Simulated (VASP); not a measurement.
Here is a VASP 6.6.1 calculation.

File INCAR:

```
PREC = Accurate
ENCUT = 520
EDIFF = 1E-7
ISMEAR = -1
SIGMA = 0.05
LREAL = False
LASPH = True
NELM = 60
ALGO = Normal
ISIF = 2
LWAVE = False
LCHARG = False
GGA = PE
NBANDS = 22
```

File KPOINTS:

```
Automatic mesh
0
Gamma
  7 7 9
```

The input POSCAR:

```
TiB5
1.0
    4.1585100000      0.0000000000      0.0000000000
   -2.0792500000      3.6013700000      0.0000000000
    0.0000000000      0.0000000000      2.8932800000
Ti B
1 5
Direct
    0.0000000000      0.0000000000      0.0000000000
    0.0000000000      0.5000000000      0.5000000000
    0.3333300000      0.6666700000      0.0000000000
    0.6666700000      0.3333300000      0.0000000000
    0.5000000000      0.0000000000      0.5000000000
    0.5000000000      0.5000000000      0.5000000000
```

Potentials or basis: VASP PAW PBE potentials, release 64 (Ti_sv, B).

Run with:

```sh
$ cat potpaw_PBE.64/Ti_sv/POTCAR potpaw_PBE.64/B/POTCAR > POTCAR
$ mpirun -np 1 vasp_std > vasp.out
```

Task: Predict the pressure.

Result: 0.4 GPa.

Task: What does it give for the band gap on the k mesh?

Result: None (metal or under the smearing width).

Stress tensor (GPa, compression positive):
```
-0.06  0.00  0.00
 0.00 -0.06  0.00
 0.00  0.00  1.23
```
